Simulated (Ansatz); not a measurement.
Set up this calculation in Ansatz 0.2.0, as the native input.

* Task: relaxation of cell and atoms
* Functional: PBE
* Potentials or basis: Ansatz PAW
* Cutoff: 420 eV (not typed: the program's choice for these potentials)
* k mesh: 11 × 11 × 11
* Occupations: fermi-dirac, width 0.05 eV
* Spin: no spin polarisation

The system is NbAs.

```
Nb As
1.0
    -1.72585    1.72585    5.84000
     1.72585   -1.72585    5.84000
     1.72585    1.72585   -5.84000
Nb As
2 2
Direct
  0.50000 0.00000 0.50000
  0.75000 0.75000 0.00000
  0.91600 0.41600 0.50000
  0.16600 0.16600 0.00000
```

These files were run (other wordings do the same):

input.yaml

```yaml
crystal:
  lattice:
    - [-1.72585, 1.72585, 5.84]
    - [1.72585, -1.72585, 5.84]
    - [1.72585, 1.72585, -5.84]
  atoms:
    - { symbol: Nb, position: [0.5, 0.0, 0.5] }
    - { symbol: Nb, position: [0.75, 0.75, 0.0] }
    - { symbol: As, position: [0.916, 0.416, 0.5] }
    - { symbol: As, position: [0.166, 0.166, 0.0] }
hamiltonian:
  xc: pbe
  pseudopotentials: { kind: paw }
kpoints:
  mp_grid: { grid: [11, 11, 11] }
scf:
  occupations: { method: fermi_dirac, width: 0.05 }
output:
  forces: true
  stress: true
  eigenvalues: true
  write_density: true
  write_potential: true
  elf: true
  volumetric_format: npy
relax:
  f_tol: 0.01
  max_steps: 40
  cell: { stress_tol: 0.05 }
```

Potentials or basis: Ansatz PAW.

The run is started by

```bash
$ ansatz run input.yaml --threads 2 --pin off --max-ram 5632MiB --backend cpu --events-out ev --progress --plain --runs-dir out
```

It gave:

```yaml
Relaxed_volume: 17.72 Å³/atom
Relaxed_cell: a = 6.369 Å, b = 6.369 Å, c = 6.369 Å, α = 148.35°, β = 148.35°, γ = 45.37°
Space_group_after_relaxing_to_0.05_Å: I4_1md (No. 109)
Energy_gained_by_relaxing: 5.2 meV/atom
Ionic_steps: 5
Pressure_after_relaxing: 0.0 GPa
Band_gap_on_the_k_mesh: 0.03 eV, direct
```

Caveat: odd divisions of the mesh miss points on the zone boundary, where band edges often lie, so the gap on the mesh can be too wide; the plane-wave basis is chosen anew once the cell has moved, so the energies of steps on either side of that aren't comparable.

Wall time 2.7 min on 2 threads of Arm Neoverse N1, on a shared host, peak memory 0.52 GiB.
